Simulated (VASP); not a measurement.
Input of a VASP 6.6.1 run:

INCAR

```
  PREC = Accurate
  ENCUT = 500
  EDIFF = 1E-6
  ISMEAR = 0
  SIGMA = 0.02
  LREAL = F
  LASPH = T
  NELM = 100
  ALGO = Normal
  ISIF = 2
  LWAVE = F
  LCHARG = F
  GGA = RP
```

File KPOINTS:

```
Automatic mesh
0
Gamma
  10 10 10
```

File POSCAR:

```
Hf
1.0
   -1.8050000000      1.8050000000      1.8050000000
    1.8050000000     -1.8050000000      1.8050000000
    1.8050000000      1.8050000000     -1.8050000000
Hf
1
Direct
    0.0000000000      0.0000000000      0.0000000000
```

Potentials or basis: VASP PAW PBE potentials, release 64 (Hf).

Command:

```bash
$ cat potpaw_PBE.64/Hf/POTCAR > POTCAR
$ mpirun -np 1 vasp_std > vasp.out
```

Question: Predict the pressure.

Answer: -3.9 GPa.

Question: Predict the band gap on the k mesh.

Answer: None (metal or under the smearing width).

Caveat: the PAW data sets were made with another functional, which shifts forces and pressure a little. Spin-orbit coupling is left out, which matters for the levels of Hf.
